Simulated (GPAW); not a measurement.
The system is TiAl.

```xyz
2
Lattice="2.8673 0.0000 0.0000 -1.4336 2.4831 0.0000 0.0000 0.0000 4.6781" Properties=species:S:1:pos:R:3 pbc="T T T"
Ti    0.0000    0.0000    0.0000
Al    0.0000    1.6554    2.3390
```

The cell comes from a database or a generator and needn't be the stable form of this composition.

| Item | Value |
| --- | --- |
| Program | GPAW 26.7.0 |
| Task | relaxation of cell and atoms |
| Functional | PBEsol |
| Dispersion | D3(BJ)+ATM |
| Potentials or basis | PAW data sets generated in the run's folder for this functional |
| Cutoff | 600 eV |
| Basis | pw |
| k mesh | 9 × 9 × 5 |
| Occupations | fermi-dirac, width 0.05 eV |
| Spin | no spin polarisation |

At the start: pressure -6.8 GPa; volume 16.65 Å³/atom.

**Question.** How do energy, volume and symmetry change on relaxing?

**Answer.** Over 7 steps the energy falls by 20.7 meV/atom and the volume is 15.63 Å³/atom (-6.1 %); space group P-6m2 (No. 187, to 0.05 Å).

Step by step:
| step | energy change (eV) | largest force (eV/Å) | pressure (GPa) | volume (Å³) |
| --- | --- | --- | --- | --- |
| 1 | 0.0000 | 0.0000 | -6.79 | 33.31 |
| 2 | -0.0178 | 0.0000 | -5.31 | 32.81 |
| 3 | -0.0400 | 0.0000 | 0.35 | 31.18 |
| 4 | -0.0405 | 0.0000 | -0.03 | 31.28 |
| 5 | -0.0407 | 0.0000 | -0.11 | 31.30 |
| 6 | -0.0413 | 0.0000 | -0.20 | 31.30 |
| 7 | -0.0414 | 0.0000 | -0.09 | 31.27 |

Final structure:
```xyz
2
Lattice="2.8023 0.0000 0.0000 -1.4011 2.4269 0.0000 0.0000 0.0000 4.5973" Properties=species:S:1:pos:R:3 pbc="T T T"
Ti    0.0000    0.0000    0.0000
Al    0.0000    1.6179    2.2987
```

Caveat: later steps reuse the first step's grids; pairwise dispersion overbinds metals, which lowers pressure and volume.
